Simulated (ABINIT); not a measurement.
## NaH in ABINIT: the effect of functional

NaH:

```
Na H
1.0
     0.00000    2.44000    2.44000
     2.44000    0.00000    2.44000
     2.44000    2.44000    0.00000
Na H
1 1
Direct
  0.00000 0.00000 0.00000
  0.50000 0.50000 0.50000
```

Alike in all runs:

```yaml
Program: ABINIT 10.8.3 (patched build)
Task: single point
Potentials_or_basis: SPMS NC PBE v1.0
Cutoff: 599 eV
k_mesh: 6 × 6 × 6
Occupations: fixed
Spin: no spin polarisation
```

| functional | gap on the mesh (eV) | pressure (GPa) |
| --- | --- | --- |
| PBEsol | 3.57 | -1.2 |
| PBE | 3.75 | -0.9 |
| HSE06 | ? | ? |

Question: What does the run with functional HSE06 give?

Answer: gap on the mesh 4.78 eV; pressure -1.0 GPa.

Caveats: the potentials were made for another functional, which shifts forces and pressure (some runs); Libxc's HSE differs a little from that of other programs (some runs).

A k mesh can miss the band edges.
